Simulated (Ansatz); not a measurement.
The following input was run with Ansatz 0.2.0.

```yaml
crystal:
  lattice:
    - [4.5051, 0.0, 0.0]
    - [0.0, 4.5051, 0.0]
    - [0.0, 0.0, 3.1586]
  atoms:
    - { symbol: Ir, position: [0.0, 0.0, 0.0] }
    - { symbol: Ir, position: [0.5, 0.5, 0.5] }
    - { symbol: O, position: [0.3077, 0.3077, 0.0] }
    - { symbol: O, position: [0.1923, 0.8077, 0.5] }
    - { symbol: O, position: [0.6923, 0.6923, 0.0] }
    - { symbol: O, position: [0.8077, 0.1923, 0.5] }
basis:
  ecutwfc: 420
kpoints:
  mp_grid: { grid: [8, 8, 12] }
hamiltonian:
  xc: pbe
scf:
  occupations: { method: gaussian, width: 0.1 }
output:
  forces: true
  stress: true
  eigenvalues: true
  write_density: true
  write_potential: true
  elf: true
  volumetric_format: npy
relax:
  adjacent_minimum: "off"
  f_tol: 0.01
  max_steps: 80
  cell: { stress_tol: 0.05 }
```

Command:
```bash
ansatz run input.yaml --threads 4 --pin off --max-ram 9216MiB --backend cpu --events-out ev --progress --plain --runs-dir out
```

Computed with DFT PBE, scalar-relativistic, plane waves, PAW in Ansatz 0.2.0.

Part of what the program printed, abridged (final results; tables in files aren't shown):

```
SCF 7 converged in 4 iterations: F = -26135.262064 eV  dr2 = 1.85e-11
SCF converged after 4 iterations
Free energy (F): -26135.262064 eV
Harris-Foulkes:  -26135.262064 eV  (|F-HF|=1.82e-11)
Internal energy: -26135.249124 eV  (E = F + TS)
E sigma→0 (E₀):  -26135.255594 eV
Entropy (-TS):   -0.012940 eV (-2.157 meV/atom)
Fermi energy:    14.063661 eV
--- Per-component energies (eV) ---
  E_band       = -476.618511
  E_kinetic    = 1938.690305
  E_local      = -4507.252188  (includes V_loc(G=0)·N_el)
  E_nonlocal   = 338.782956
  E_hartree    = 1663.154821
  E_xc         = -824.663431
  E_vxc        = -968.411477  (∫ρ·V_xc dr)
  E_paw        = -19078.162625  (= ΣΔE_a)
  E_vpaw       = -604.747775  (= ΣTr[D̂ρ^β])
  E_aug_tail   = 0.010050  (compensation charges beyond the density's cutoff)
  E_ewald      = -5665.809012
  E_smearing   = -0.012940  (= −TS)
--- Forces (eV/Å), atoms counted from 1 ---
  atom   1  Ir     0.00000000     0.00000000     0.00000000
  atom   2  Ir     0.00000000     0.00000000     0.00000000
  atom   3  O     -0.00012083    -0.00012083     0.00000000
  atom   4  O      0.00012083    -0.00012083     0.00000000
  atom   5  O      0.00012083     0.00012083     0.00000000
  atom   6  O     -0.00012083     0.00012083     0.00000000
--- Stress (GPa, compression-positive) ---
        0.006773       0.000000       0.000000
        0.000000       0.006773       0.000000
        0.000000       0.000000       0.009133
  P = ⅓ Tr σ = 0.0076 GPa (0.076 kbar)
--- Band table (eV; the first three rows and the last of 105) ---
  k-point 0: bands = ["-79.2714", "-79.2700", "-36.2535", "-36.2535", "-36.1467", "-36.1321", "-35.9945", "-35.9945", "-6.9906", "-5.8182", "-4.7784", "-4.7784", "4.4094", "4.6631", "6.2430", "6.2430", "6.3679", "8.9915", "9.2518", "9.2518", "10.5129", "11.1797", "11.1797", "11.5297", "11.7075", "11.7075", "11.7565", "11.8172", "11.9150", "14.7880", "15.2700", "18.1590", "18.1590", "18.1636", "19.6531"]
  k-point 1: bands = ["-79.2712", "-79.2698", "-36.2530", "-36.2530", "-36.1534", "-36.1392", "-35.9936", "-35.9936", "-6.9257", "-5.7824", "-4.8156", "-4.8156", "4.5038", "4.7318", "6.2904", "6.2904", "6.4382", "8.7152", "9.3158", "9.3158", "10.0613", "10.7090", "10.7090", "11.6844", "11.8117", "11.8338", "11.9947", "12.1791", "12.1791", "14.9549", "15.1997", "17.9650", "17.9650", "18.3705", "19.5150"]
  k-point 2: bands = ["-79.2707", "-79.2695", "-36.2515", "-36.2515", "-36.1713", "-36.1587", "-35.9912", "-35.9912", "-6.7411", "-5.6883", "-4.9152", "-4.9152", "4.7776", "4.9254", "6.4268", "6.4268", "6.6475", "8.0843", "9.2730", "9.4756", "9.4756", "10.0934", "10.0934", "11.3194", "11.9627", "12.1052", "12.2236", "12.8068", "12.8068", "14.9966", "15.3813", "17.5218", "17.5218", "18.6717", "19.3952"]
  k-point 104: bands = ["-79.2682", "-79.2682", "-36.2461", "-36.2461", "-36.2408", "-36.2408", "-35.9814", "-35.9814", "-5.4858", "-5.4858", "-5.4019", "-5.4019", "5.9476", "5.9476", "6.3851", "6.3851", "6.7903", "6.7903", "8.4593", "8.4593", "9.8283", "9.8283", "10.8641", "10.8641", "12.2963", "12.2963", "12.8681", "12.8681", "13.5996", "13.5996", "16.2576", "16.2576", "17.2320", "17.2320", "23.3527"]
--- Relaxed structure (5 steps of the walk, 5 accepted, 2 SCFs on fresh bases) ---
  F+E_penalty+E_count = -26135.26206421 eV   max|allowed force component| = 1.208e-4 eV/Å   (the final SCF, on the basis selected at the relaxed cell)
  cell:  # Å, volume = 65.2195 Å³
    - [4.52884075, 0.0, 0.0]
    - [0.0, 4.52884075, 0.0]
    - [0.0, 0.0, 3.17982365]
  atoms:
    - { symbol: Ir, position: [0.0, 0.0, 0.0] }
    - { symbol: Ir, position: [0.50000000, 0.50000000, 0.50000000] }
    - { symbol: O, position: [0.30841606, 0.30841606, 0.0] }
    - { symbol: O, position: [0.19158393, 0.80841606, 0.50000000] }
    - { symbol: O, position: [0.69158393, 0.69158393, 0.0] }
    - { symbol: O, position: [0.80841606, 0.19158393, 0.50000000] }
```

The relaxation met its thresholds.

It took 41 s on 4 threads of Intel(R) Xeon(R) Platinum 8259CL CPU @ 2.50GHz (Skylake/Cascade Lake) (shared host), peak memory 0.72 GiB.

Spin–orbit coupling is left out, which can shift energies with elements as heavy as these.